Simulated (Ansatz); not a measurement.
# CdS: the cost of one run

Program: Ansatz 0.2.0. Level of theory: DFT PBEsol, scalar-relativistic, plane waves, PAW. These are calculated values, not measurements.

4 further runs of the same task are left out: 4 set aside as unsound or not needed.

## (1) The starting structure

Symmetry: F-43m, No. 216, cubic system. Conventional cell: a = 5.633 Å, b = 5.633 Å, c = 5.633 Å, α = 90.00°, β = 90.00°, γ = 90.00°. Around Zn (site symmetry -43m) lie 4 Se at 2.44 Å. Se (site symmetry -43m) has 4 Zn at 2.44 Å as nearest neighbours.

Coordinates:

```
Zn Se
1.0
     0.00000    2.81660    2.81660
     2.81660    0.00000    2.81660
     2.81660    2.81660    0.00000
Zn Se
1 1
Direct
  0.00000 0.00000 0.00000
  0.75000 0.75000 0.75000
```

This cell was relaxed beforehand with the same method: volume 22.34 Å³/atom, gap on the mesh 1.24 eV.

## (2) The film's bulk: CdS

Relaxed beforehand at this level: -4535.1115 eV/atom, gap on the mesh 1.01 eV.

Space group F-43m (No. 216). a = 5.824 Å, b = 5.824 Å, c = 5.824 Å, α = 90.00°, β = 90.00°, γ = 90.00°
```csv
atom,site,symmetry,x,y,z
Cd,4a,-43m,0.0000,0.0000,0.0000
S,4c,-43m,0.2500,0.2500,0.2500
```

Bulk energy of ZnSe, the base, on matching settings, from an earlier run: -4353.2272 eV/atom.

## (3) CdS strained to the base's plane

The (110) plane of CdS is fitted to the (110) plane of ZnSe, a strain of -3.3 % along x and -3.3 % along y; the third vector and the atoms relax.

Contents of input.yaml:

```yaml
crystal:
  lattice:
    - [3.9832742423, 0.0, 0.0]
    - [0.0, 5.6332004562, 0.0]
    - [1.9916371212, -2.8166002281, 2.1432257994]
  atoms:
    - { symbol: Cd, position: [0.0, 0.0, 0.0] }
    - { symbol: S, position: [0.5, 0.75, 0.0] }
basis:
  ecutwfc: 420
kpoints:
  mp_grid: { grid: [7, 5, 12] }
hamiltonian:
  xc: pbesol
scf:
  occupations: { method: gaussian, width: 0.02 }
output:
  forces: true
  stress: true
  eigenvalues: true
relax:
  adjacent_minimum: "off"
  f_tol: 0.01
  max_steps: 50
  cell: { fix: [a, b, gamma], stress_tol: 0.1 }
```

The run is started by

```console
$ ansatz run input.yaml --threads 2 --pin off --max-ram 5120MiB --backend cpu --events-out ev --progress --plain --runs-dir out
```

**Question.** How long does this run take on 2 threads of Intel Xeon Platinum 8259CL at 2.50GHz (Skylake/Cascade Lake), shared host, and how much memory does it need?

About 60 s, with a peak of 0.56 GiB.
